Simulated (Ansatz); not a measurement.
**How NiSb stores the work of compression**

Level of theory: Ansatz 0.2.0, DFT PBE, scalar-relativistic, plane waves, PAW. (420 eV cutoff, 12×12×8 k-mesh, Gaussian smearing of 0.10 eV, no spin polarisation)

Reference structure (relaxed):

```
CELL_PARAMETERS angstrom
3.97597 0.00000 0.00000
-1.98799 3.44329 0.00000
0.00000 0.00000 5.15688
ATOMIC_POSITIONS crystal
Ni 0.00000 0.00000 0.00000
Ni 0.00000 0.00000 0.50000
Sb 0.33333 0.66667 0.25000
Sb 0.66667 0.33333 0.75000
```

Cell and atoms were relaxed at each target pressure within the start's symmetry (P6_3/mmc), at zero temperature; other phases can be more stable under pressure. H = E + PV with P the target; E is the free energy at the smearing used, whose derivative the pressure is, per atom and counted from zero pressure. Spin polarisation was left out, and a magnetic state may lie lower. The mesh named is that at zero pressure; some other pressures ran on another.

```
P (GPa) V (Å³/atom) E − E0 (meV) H − H0 (meV)
      0       17.650           0.0           0.0
      2       17.357           1.7         218.4
      5       16.955          10.2         539.4
     10       16.389          36.4        1059.3
     20       15.507         117.6        2053.4
     40       14.277         342.6        3906.9
```

Q: Thermodynamics gives dH/dP = V along a relaxed path. Integrate V over P by the trapezoid rule and compare with the computed enthalpies.

A: With 1 eV/Å³ = 160.22 GPa, each step adds the mean volume times ΔP / 160.22:
```tsv
P (GPa)	∫V dP (meV)	H − H0 (meV)	difference (meV)
2	218.5	218.4	0.1
5	539.7	539.4	0.3
10	1060.0	1059.3	0.7
20	2055.4	2053.4	2.1
40	3914.4	3906.9	7.5
```

V(P) curves upward, so the trapezoid rule runs high; integrating a smooth curve through the same points puts that excess at about 6.8 meV at 40 GPa, against the 7.5 meV found.

Q: At 40 GPa, how much of the enthalpy change is stored energy and how much is the PV term?

A: E rises by 343 meV/atom and PV is 40 × 14.277 / 160.22 = 3564 meV/atom, so PV makes 91 % of ΔH. So between rival structures at high pressure a small difference in volume can outweigh the difference in energy: 1 % of this volume is worth 35.6 meV/atom at this pressure.

Q: What bulk modulus do the lowest pressures give?

A: From the pressures that the runs reached, -2.06 GPa (17.987 Å³) and 1.93 GPa (17.357 Å³), B = −ΔP/Δln V = 3.99 / 0.0357 = 112 GPa, a mean over that range.